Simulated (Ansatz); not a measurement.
# AlN: a test of stability by relaxation

Aim: for AlN, break the symmetry and see whether a relaxation comes back.

Program: Ansatz 0.2.0. Level of theory: DFT r2SCAN, scalar-relativistic, plane waves, PAW. These are calculated values, not measurements.

2 further runs of the same task are left out: 2 set aside as unsound or not needed.

## 1. Starting point

The structure is cubic, space group F-43m (No. 216). The conventional cell has a = 4.370 Å, b = 4.370 Å, c = 4.370 Å, α = 90.00°, β = 90.00°, γ = 90.00°. Al (site symmetry -43m) has 4 N at 1.89 Å as nearest neighbours. N (site symmetry -43m) has 4 Al at 1.89 Å as nearest neighbours.

Structure file:

```cif
data_structure
_symmetry_space_group_name_H-M 'F-43m'
_symmetry_Int_Tables_number 216
_cell_length_a 4.3698
_cell_length_b 4.3698
_cell_length_c 4.3698
_cell_angle_alpha 90.000
_cell_angle_beta 90.000
_cell_angle_gamma 90.000
_cell_volume 83.44
loop_
_atom_site_label
_atom_site_type_symbol
_atom_site_symmetry_multiplicity
_atom_site_Wyckoff_symbol
_atom_site_fract_x
_atom_site_fract_y
_atom_site_fract_z
_atom_site_occupancy
Al1 Al 4 a 0.00000 0.00000 0.00000 1
N1 N 4 d 0.25000 0.75000 0.25000 1
```

It goes back to an entry of the Materials Project, which need not be the stable form.

It is built from the cell relaxed beforehand with the same method (10.43 Å³/atom).

## 2. The reference cell

The cell is repeated 2 times, 4 atoms in all. The reference gives a free energy of -1856.8743 eV, pressure 0.00 GPa, largest force 0.000 eV/Å and gap on the mesh 3.94 eV. It was computed beforehand with the settings of the runs below.

## 3. Breaking the symmetry

Cell sheared at random, sigma 0.01, atoms nudged by 0.01 Å. Displacements in the unstrained cell, with the mean shift removed:

```csv
atom,ux (Å),uy (Å),uz (Å)
Al1,0.005,0.002,0.002
Al2,-0.012,0.001,0.002
N3,0.007,0.000,-0.002
N4,0.000,-0.002,-0.002
```

Strain (xx, yy, zz, yz, xz, xy; engineering shear): (-0.0128, 0.0088, 0.0040, 0.0017, 0.0032, -0.0044).

## 4. The disturbed cell, one point

The input, input.yaml:

```yaml
crystal:
  lattice:
    - [0.00127776, -2.2059974326, -2.1956166829]
    - [-0.0083466187, 2.2022482124, -2.1918674627]
    - [4.3136739737, -0.0096243787, 0.0070688587]
  atoms:
    - { symbol: Al, position: [0.4991683828, 0.499970968, 0.5011741929] }
    - { symbol: Al, position: [-0.0005609936, -0.0002332948, -0.0026722209] }
    - { symbol: "N", position: [0.0004350037, 0.5004325077, 0.2515036197] }
    - { symbol: "N", position: [0.500957607, -0.0001701809, 0.7499944082] }
basis:
  ecutwfc: 500
kpoints:
  mp_grid: { grid: [8, 8, 6] }
hamiltonian:
  xc: r2scan
scf:
  occupations: { method: gaussian, width: 0.05 }
output:
  forces: true
  stress: true
  eigenvalues: true
```

Run with:

```
$ ansatz run input.yaml --threads 1 --pin off --max-ram 2560MiB --backend cpu --events-out ev --progress --plain --runs-dir out
```

What it wrote (excerpt; [...] marks lines left out):

```text
Warning: RAYON_NUM_THREADS=1 ignored (pool sized by the plan → 1); use --threads N
[...]
Pseudopotentials: kind: paw
Pseudopotential: Al, paw, valence charge 3, recommended cutoff 500 eV (meta_gga), Al.paw.azcp
Pseudopotential: N, paw, valence charge 5, recommended cutoff 500 eV (meta_gga), N.paw.azcp
Functional definition: r2SCAN
[...]
Crystal: 4 atoms, lattice volume = 41.715 Å³
Basis set: ecut = 500 eV, 1057 PW (Γ), exchange–correlation on 96×96×128 points (64 copies of the dense FFT grid, shifted against one another)
Bands: 12, of which v1, the nominal top of the filled ones, is band 8 counted from 1 (7 counted from 0)
Symmetry: 1 space group operations
Space group: P1 (ITA 1), of the structure as read, at distance tolerance 3.5e-5 Å
k-points: 196 of 384 (time reversal used)
[...]
SCF iter   1: F=—  HF=-1856.724529 eV  |F-HF|=—  |Δ(HF+E_count)|=         —  Δρ=6.92e-3  dr2=2.16e-2  dr2_τ=3.12e-1  ethr=1.77e-3  ⟨swp⟩=5.9  Hψ=15635  notcnv=0
[...]
SCF iter   8: F=-1856.865287 eV  HF=-1856.865287 eV  |F-HF|=6.73e-9  |Δ(HF+E_count)|=   3.52e-8  Δρ=4.67e-6  dr2=1.10e-8  dr2_τ=1.53e-10  ethr=6.25e-10  ⟨swp⟩=4.1  Hψ=7795  notcnv=0
[...]
SCF converged after 8 iterations
Free energy (F): -1856.865287 eV
[...]
E sigma→0 (E₀):  -1856.865287 eV
Fermi energy:    8.662873 eV
[...]
--- Forces (eV/Å), atoms counted from 1 ---
  atom   1  Al    -0.20750807    -0.07815734    -0.00479288
  atom   2  Al     0.36488593    -0.05448973    -0.03021016
  atom   3  N     -0.16530557     0.03930690     0.02518364
  atom   4  N      0.00791292     0.09333644     0.00980724
[...]
--- Stress (GPa, compression-positive) ---
        1.760955       0.793433      -0.932537
        0.793433      -1.246335       0.023801
       -0.932535       0.023801      -0.473195
  P = ⅓ Tr σ = 0.0138 GPa (0.138 kbar)
--- Band table (eV; the first three rows and the last of 196) ---
  k-point 0: bands = ["-9.0461", "-6.3592", "1.8711", "4.7494", "4.7943", "6.6425", "6.6922", "6.7534", "10.5724", "11.5386", "15.9685", "20.1435"]
[...]
```

Wall time 17 s (1 thread of Intel Xeon 6975P-C (Granite Rapids), shared host); peak memory 0.52 GiB.

## 5. Relaxation of the disturbed structure

Edit input.yaml of step 4 so:

```diff
@@ -22 +22,6 @@
   eigenvalues: true
+relax:
+  adjacent_minimum: "off"
+  f_tol: 0.01
+  max_steps: 80
+  cell: { stress_tol: 0.1 }
```

Run with:

```
$ ansatz run input.yaml --threads 1 --pin off --max-ram 2560MiB --backend cpu --events-out ev --progress --plain --runs-dir out
```

What it wrote (excerpt; [...] marks lines left out):

```text
Warning: RAYON_NUM_THREADS=1 ignored (pool sized by the plan → 1); use --threads N
[...]
Pseudopotentials: kind: paw
Pseudopotential: Al, paw, valence charge 3, recommended cutoff 500 eV (meta_gga), Al.paw.azcp
Pseudopotential: N, paw, valence charge 5, recommended cutoff 500 eV (meta_gga), N.paw.azcp
Functional definition: r2SCAN
[...]
Crystal: 4 atoms, lattice volume = 41.715 Å³
Basis set: ecut = 500 eV, 1057 PW (Γ), exchange–correlation on 96×96×128 points (64 copies of the dense FFT grid, shifted against one another)
Bands: 12, of which v1, the nominal top of the filled ones, is band 8 counted from 1 (7 counted from 0)
Symmetry: 1 space group operations
Space group: P1 (ITA 1), of the structure as read, at distance tolerance 3.5e-5 Å
k-points: 196 of 384 (time reversal used)
[...]
  P = ⅓ Tr σ = 0.0010 GPa (0.010 kbar)
--- Band table (eV; the first three rows and the last of 196) ---
  k-point 0: bands = ["-9.0459", "-6.4173", "1.7483", "4.8792", "4.8796", "6.6903", "6.6906", "6.6920", "10.6310", "11.5327", "16.1670", "20.2110"]
[...]
--- Relaxed structure (3 steps of the walk, 3 accepted, 1 SCFs on fresh bases) ---
  F+E_penalty+E_count = -1856.87434597 eV   max|allowed force component| = 1.969e-3 eV/Å   (the final SCF, on the basis selected at the relaxed cell)
  cell:  # Å, volume = 41.7205 Å³
    - [-4.490873481094882e-5, -2.185095082221197, -2.185002966156127]
    - [9.273058347051026e-5, 2.185179890559046, -2.185088449514441]
    - [4.3689801539996616, 0.00013176088316341919, -4.515350452254964e-5]
  atoms:
    - { symbol: Al, position: [0.49999287525692, 0.5000233775828054, 0.49999809303917647] }
    - { symbol: Al, position: [-9.841536187133111e-6, 2.132701258365925e-5, -4.783108434969492e-6] }
    - { symbol: N, position: [1.0317630491418761e-5, 0.4999752272349498, 0.2499976282832203] }
    - { symbol: N, position: [0.5000066485487759, -1.9931830338715262e-5, 0.7500090616860383] }
```

It took 71 s on 1 thread of Intel Xeon 6975P-C (Granite Rapids), shared host; peak memory 0.55 GiB.

Relaxation path:

| step | E - E(step 1) (eV/cell) | largest force component (eV/Å) | pressure (GPa) | volume (Å³) |
| --- | --- | --- | --- | --- |
| 1 | 0.0000 | 0.3649 | 0.01 | 41.72 |
| 2 | -0.0077 | 0.1485 | -0.02 | 41.72 |
| 3 | -0.0091 | 0.0020 | 0.00 | 41.72 |
| 4 | -0.0091 | 0.0020 | 0.00 | 41.72 |

Step 1 is the start. Step 4 repeats the geometry before it on a plane-wave basis chosen anew for that cell, so its energy need not be comparable with the rows above.

|  | before | after | change |
| --- | --- | --- | --- |
| a (Å) | 3.112 | 3.090 | -0.7 % |
| b (Å) | 3.107 | 3.090 | -0.5 % |
| c (Å) | 4.314 | 4.369 | +1.3 % |
| α (°) | 90.31 | 90.00 | -0.3 % |
| β (°) | 89.95 | 90.00 | +0.1 % |
| γ (°) | 90.27 | 90.00 | -0.3 % |
| volume (Å³/atom) | 10.43 | 10.43 | 0.0 % |
| shortest distance (Å) | 1.883 | 1.892 | +0.5 % |
| space group (0.01 Å) | P1 | F-43m | changed |

## 6. Summary of results

| quantity | value |
| --- | --- |
| cost of the disturbance | 2.3 meV/atom |
| end of the relaxation, from the reference | +0.0 meV/atom |
| final space group | F-43m (tolerance 0.05 Å; reference F-43m) |
| volume change | -0.00 % |

What this shows: It comes back to the reference (within 1.5 meV/atom), so the structure resists this disturbance.
